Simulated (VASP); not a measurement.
# BaF2 (Frankdicksonite) (Fm-3m) in VASP: relaxation of the atoms with PBE+D3(BJ)

Aim: the relaxation of the atoms of BaF2 (Frankdicksonite) with PBE+D3(BJ).

Everything below comes from runs of VASP 6.6.1. Logs are shortened: lines on timing, memory, paths and dates and some standing lists are left out, and cuts for length are marked.

### Step 1. The undisturbed crystal

It takes space group Fm-3m (No. 225, cubic). The conventional cell has a = 6.200 Å, b = 6.200 Å, c = 6.200 Å, α = 90.00°, β = 90.00°, γ = 90.00°. Ba (site symmetry m-3m) is surrounded by 8 F at 2.68 Å. F (site symmetry -43m) has 4 Ba at 2.68 Å as nearest neighbours.

### Step 2. Relaxation of the atoms, PBE+D3(BJ) (a relaxed cell with its volume scaled by 1.06)

The input, INCAR:

```
SYSTEM = BaF2
ALGO = Normal ; EDIFF = 1E-7
EDIFFG = -0.01 ; ENCUT = 600
GGA = PE ; IBRION = 2
ISIF = 2 ; ISMEAR = 0
IVDW = 12 ; LASPH = .True.
LCHARG = .False. ; LREAL = .False.
LWAVE = .False. ; NELM = 80
NSW = 40 ; PREC = Accurate
SIGMA = 0.03
```

The input, KPOINTS:

```
k-points
0
Gamma
  8 8 8
  0 0 0
```

The input, POSCAR:

```
BaF2                                    
1.0
    0.0000000000      3.1817793171      3.1817793171
    3.1817793171     -0.0000000000      3.1817793171
    3.1817793171      3.1817793171      0.0000000000
  Ba              F             
     1     2
Direct
     1.0000000000000000    0.0000000000000000    1.0000000000000000
     0.2500000000000000    0.2500000000000000    0.2500000000000000
     0.7500000000000000    0.7500000000000000    0.7500000000000000
```

Potentials or basis: VASP PAW PBE potentials, release 64 (Ba_sv, F).

Launch:

```console
cat potpaw_PBE.64/Ba_sv/POTCAR potpaw_PBE.64/F/POTCAR > POTCAR
mpirun -np 1 vasp_std > vasp.out
```

OUTCAR:

```text
SYSTEM = BaF2
   EDIFF = 1E-7
   EDIFFG = -0.01
   ENCUT = 600
   GGA = PE
   IBRION = 2
   ISIF = 2
   ISMEAR = 0
   IVDW = 12
   LASPH = .True.
   LREAL = .False.
   NELM = 80
   NSW = 40
   PREC = Accurate
 IVDW          = 12

 ion  position               nearest neighbor table
   1  0.000  0.000  0.000-   3 2.76   3 2.76   3 2.76   2 2.76   3 2.76   2 2.76   2 2.76   2 2.76

   2  0.250  0.250  0.250-   1 2.76   1 2.76   1 2.76   1 2.76
   3  0.750  0.750  0.750-   1 2.76   1 2.76   1 2.76   1 2.76

  LATTYP: Found a face centered cubic cell.
 ALAT       =     6.3635586342

  Lattice vectors:

 A1 = (   0.0000000000,   3.1817793171,   3.1817793171)
 A2 = (   3.1817793171,   0.0000000000,   3.1817793171)
 A3 = (   3.1817793171,   3.1817793171,   0.0000000000)

Analysis of symmetry for initial positions (statically):
=====================================================================
 Subroutine PRICEL returns:
 Original cell was already a primitive cell.

 Routine SETGRP: Setting up the symmetry group for a
 face centered cubic supercell.

 Subroutine GETGRP returns: Found 48 space group operations
 (whereof 48 operations were pure point group operations)
 out of a pool of 48 trial point group operations.

The static configuration has the point symmetry O_h .

Analysis of symmetry for dynamics (positions and initial velocities):
=====================================================================
 Subroutine PRICEL returns:
 Original cell was already a primitive cell.

 Routine SETGRP: Setting up the symmetry group for a
 face centered cubic supercell.

 Subroutine GETGRP returns: Found 48 space group operations
 (whereof 48 operations were pure point group operations)
 out of a pool of 48 trial point group operations.

The dynamic configuration has the point symmetry O_h .

 Subroutine INISYM returns: Found 48 space group operations
 (whereof 48 operations are pure point group operations),
 and found     1 'primitive' translations

----------------------------------------------------------------------------------------

                                     Primitive cell

  volume of cell :      64.4229

  direct lattice vectors                    reciprocal lattice vectors
     0.000000000  3.181779317  3.181779317    -0.157144777  0.157144777  0.157144777
     3.181779317  0.000000000  3.181779317     0.157144777 -0.157144777  0.157144777
     3.181779317  3.181779317  0.000000000     0.157144777  0.157144777 -0.157144777

  length of vectors
     4.499715463  4.499715463  4.499715463     0.272182737  0.272182737  0.272182737

  position of ions in fractional coordinates (direct lattice)
     0.000000000  0.000000000  0.000000000
     0.250000000  0.250000000  0.250000000
     0.750000000  0.750000000  0.750000000

  ion indices of the primitive-cell ions
   primitive index   ion index
                 1           1
                 2           2
                 3           3

----------------------------------------------------------------------------------------

 KPOINTS: k-points

Automatic generation of k-mesh.
 Grid dimensions read from file:
 generate k-points for:    8    8    8

 Generating k-lattice:

  Cartesian coordinates                     Fractional coordinates (reciprocal lattice)
    -0.019643097  0.019643097  0.019643097     0.125000000  0.000000000  0.000000000
     0.019643097 -0.019643097  0.019643097     0.000000000  0.125000000  0.000000000
     0.019643097  0.019643097 -0.019643097     0.000000000  0.000000000  0.125000000

  Length of vectors
     0.034022842  0.034022842  0.034022842

  Shift w.r.t. Gamma in fractional coordinates (k-lattice)
     0.000000000  0.000000000  0.000000000

 Subroutine IBZKPT returns following result:
 ===========================================

 Found     29 irreducible k-points:

 Following reciprocal coordinates:
            Coordinates               Weight
  0.000000  0.000000  0.000000      1.000000
  0.125000  0.000000  0.000000      8.000000
  0.250000  0.000000  0.000000      8.000000
  0.375000  0.000000  0.000000      8.000000
  0.500000  0.000000  0.000000      4.000000
  0.125000  0.125000  0.000000      6.000000
[... 16 lines left out ...]
  0.500000  0.250000  0.125000     48.000000
 -0.375000  0.250000  0.125000     24.000000
 [... further k-points ...]
   k-points           NKPTS =     29   k-points in BZ     NKDIM =     29   number of bands    NBANDS=     16
   number of dos      NEDOS =    301   number of ions     NIONS =      3
   total plane-waves  NPLWV =  46656
   dimension x,y,z NGX =    36 NGY =   36 NGZ =   36
   dimension x,y,z NGXF=    72 NGYF=   72 NGZF=   72
   ions per type =               1   2
   NGX,Y,Z   is equivalent  to a cutoff of  13.30, 13.30, 13.30 a.u.
   NGXF,Y,Z  is equivalent  to a cutoff of  26.60, 26.60, 26.60 a.u.
 SYSTEM =  BaF2
   PREC   = accura    normal or accurate (medium, high low for compatibility)
   ISTART =      0    job   : 0-new  1-cont  2-samecut
   ICHARG =      2    charge: 1-file 2-atom 10-const
   ISPIN  =      1    spin polarized calculation?
   LNONCOLLINEAR =      F non collinear calculations
   LSORBIT =      F    spin-orbit coupling
   LASPH  =      T    aspherical Exc in radial PAW
   ENCUT  =  600.0 eV  44.10 Ry    6.64 a.u.   8.99  8.99  8.99*2*pi/ulx,y,z
   NELM   =     80;   NELMIN=  2; NELMDL= -5     # of ELM steps
   EDIFF  = 0.1E-06   stopping-criterion for ELM
   LREAL  =      F    real-space projection
   EDIFFG = -.1E-01   stopping-criterion for IOM
   NSW    =     40    number of steps for IOM
   IBRION =      2    ionic relax: 0-MD 1-quasi-New 2-CG
   NFREE  =      1    steps in history (QN), initial steepest desc. (CG)
   ISIF   =      2    stress and relaxation
   ISYM   =      2    0-nonsym 1-usesym 2-fastsym
   POTIM  = 0.5000    time-step for ionic-motion
   TEBEG  =    0.0;   TEEND  =   0.0 temperature during run
   PSTRESS=    0.0 pullay stress
   NELECT =      24.0000    total number of electrons
   NUPDOWN=      -1.0000    fix difference up-down
   EMIN   =  10.00;   EMAX   =-10.00  energy-range for DOS
   EFERMI =   0.00;   METHOD = LEGACY
   ISMEAR =     0;   SIGMA  =   0.03  broadening in eV -4-tet -1-fermi 0-gaus
   EFERMI_NEDOS =   21; number of points for ismear=-14 and -15
   IALGO  =     38    algorithm
   IMIX   =      4    mixing-type and parameters
     AMIX     =   0.40;   BMIX     =  1.00
     AMIX_MAG =   1.60;   BMIX_MAG =  1.00
  volume/ion in A,a.u.               =      21.47       144.92
  Fermi-wavevector in a.u.,A,eV,Ry     =   1.177964  2.226028 18.879419  1.387598
  Thomas-Fermi vector in A             =   2.314301
   LORBIT       =      0    0 simple, 1 ext, 2 COOP (PROOUT), +10 PAW based schemes
   GGA     = PE    functional components
   LHFCALC =     F    Hartree Fock is set to
   AEXX    =    0.0000 exact exchange contribution
   IVDW    =    12    specifies the selected vdW correction
   LEPSILON=     F    determine dielectric tensor
   LRPA    =     F    only Hartree local field effects (RPA)
 conjugate gradient relaxation of ions
 non-spin polarized calculation
 Gauss-broadening in eV      SIGMA  =   0.03
  energy-cutoff  :      600.00
  volume of cell :       64.42
 maximum number of plane-waves:      2180
   NGX = 17   NGY = 17   NGZ = 17

 number of electron      24.0000009 magnetization

 Free energy of the ion-electron system (eV)
  ---------------------------------------------------
  ext. energy  EPLUGINS =         0.00000000
  ---------------------------------------------------
  free energy    TOTEN  =       -17.12116278 eV

  energy without entropy =      -17.12116278  energy(sigma->0) =      -17.12116278

 E-fermi :  -2.2418     XC(G=0):  -8.3489

 val. band max:       -2.3693405209   @ k =  -0.2500   0.2500   0.0000
 cond. band min:       4.0577560275   @ k =   0.0000   0.0000   0.0000
 fundamental gap:      6.4270965483
 Fermi energy:        -2.2417793839

 k-point     1 :       0.0000    0.0000    0.0000
  band No.  band energies     occupation
      1     -25.7051      2.00000
      2     -21.2182      2.00000
      3     -21.1888      2.00000
      4     -10.6299      2.00000
      5     -10.6299      2.00000
      6     -10.6299      2.00000
[... 8 lines left out ...]
     15       6.5142      0.00000
     16       8.4055      0.00000

 k-point     2 :       0.1250    0.0000    0.0000
  band No.  band energies     occupation
      1     -25.6866      2.00000
      2     -21.2412      2.00000
      3     -21.2002      2.00000
      4     -10.6507      2.00000
      5     -10.6471      2.00000
      6     -10.6471      2.00000
[... 8 lines left out ...]
     15       6.5022      0.00000
     16       8.2337      0.00000

 k-point     3 :       0.2500    0.0000    0.0000
  band No.  band energies     occupation
      1     -25.6411      2.00000
      2     -21.2969      2.00000
      3     -21.2289      2.00000
      4     -10.6971      2.00000
      5     -10.6879      2.00000
      6     -10.6879      2.00000
[... 8 lines left out ...]
     15       6.4849      0.00000
     16       7.8607      0.00000

 k-point     4 :       0.3750    0.0000    0.0000
  band No.  band energies     occupation
      1     -25.5942      2.00000
      2     -21.3544      2.00000
      3     -21.2574      2.00000
      4     -10.7387      2.00000
      5     -10.7276      2.00000
      6     -10.7276      2.00000
[... 8 lines left out ...]
     15       6.4814      0.00000
     16       7.4288      0.00000
[... 324 lines left out ...]
 k-point    22 :       0.3750    0.2500    0.1250
  band No.  band energies     occupation
      1     -25.6065      2.00000
      2     -21.3318      2.00000
      3     -21.2572      2.00000
      4     -10.7700      2.00000
      5     -10.7643      2.00000
      6     -10.6318      2.00000
[... 8 lines left out ...]
     15       6.8546      0.00000
     16       7.3773      0.00000

 k-point    23 :       0.5000    0.2500    0.1250
  band No.  band energies     occupation
      1     -25.5683      2.00000
      2     -21.3619      2.00000
      3     -21.2967      2.00000
      4     -10.8174      2.00000
      5     -10.7684      2.00000
      6     -10.6770      2.00000
[... 8 lines left out ...]
     15       6.7862      0.00000
     16       7.2909      0.00000

 k-point    24 :      -0.3750    0.2500    0.1250
  band No.  band energies     occupation
      1     -25.5522      2.00000
      2     -21.3715      2.00000
      3     -21.3164      2.00000
      4     -10.8365      2.00000
      5     -10.7343      2.00000
      6     -10.7311      2.00000
[... 8 lines left out ...]
     15       6.7571      0.00000
     16       7.4156      0.00000

 [... further k-points ...]

------------------------ aborting loop because EDIFF is reached ----------------------------------------

 Edisp (eV)   -0.37095

 E8    (eV) :    -0.1787

  FORCE on cell =-STRESS in cart. coord.  units (eV):
  Direction    XX          YY          ZZ          XY          YZ          ZX
  --------------------------------------------------------------------------------------
  -------------------------------------------------------------------------------------
  Total      -1.15535    -1.15535    -1.15535    -0.00000    -0.00000     0.00000
  in kB     -28.73315   -28.73315   -28.73315    -0.00000    -0.00000     0.00000
  external pressure =      -28.73 kB  Pullay stress =        0.00 kB

 VOLUME and BASIS-vectors are now :
 -----------------------------------------------------------------------------
  energy-cutoff  :      600.00
  volume of cell :       64.42
      direct lattice vectors                 reciprocal lattice vectors
     0.000000000  3.181779317  3.181779317    -0.157144777  0.157144777  0.157144777
     3.181779317  0.000000000  3.181779317     0.157144777 -0.157144777  0.157144777
     3.181779317  3.181779317  0.000000000     0.157144777  0.157144777 -0.157144777

 POSITION                                       TOTAL-FORCE (eV/Angst)
 -----------------------------------------------------------------------------------
      0.00000      0.00000      0.00000        -0.000000      0.000000     -0.000000
      1.59089      1.59089      1.59089         0.000000     -0.000000      0.000000
      4.77267      4.77267      4.77267        -0.000000      0.000000     -0.000000
 -----------------------------------------------------------------------------------
    total drift:                                0.000000      0.000000      0.000000

  FREE ENERGIE OF THE ION-ELECTRON SYSTEM (eV)
  ---------------------------------------------------
  free  energy   TOTEN  =       -17.4921132479 eV

  energy  without entropy=      -17.4921132479  energy(sigma->0) =      -17.49211325

 reached required accuracy - stopping structural energy minimisation
```

Wall time 42 s (1 thread of Intel Xeon Platinum 8488C (Sapphire Rapids), shared host); peak memory 0.22 GiB.

What came out:

| Property | Result |
| --- | --- |
| Free energy | -17.4921 eV |
| Pressure after relaxing | -2.9 GPa |
| Band gap on the k mesh | 6.43 eV, indirect (least direct gap 6.47 eV) |
| Dispersion energy per atom | -0.124 eV |

Final structure:
```xyz
3
Lattice="0.0000 3.1818 3.1818 3.1818 0.0000 3.1818 3.1818 3.1818 0.0000" Properties=species:S:1:pos:R:3 pbc="T T T"
Ba    0.0000    0.0000    0.0000
F     1.5909    1.5909    1.5909
F     4.7727    4.7727    4.7727
```

Caveat: the relaxation stopped at its first step, so nothing moved; spin-orbit coupling is left out, which moves the levels of the heavy elements.
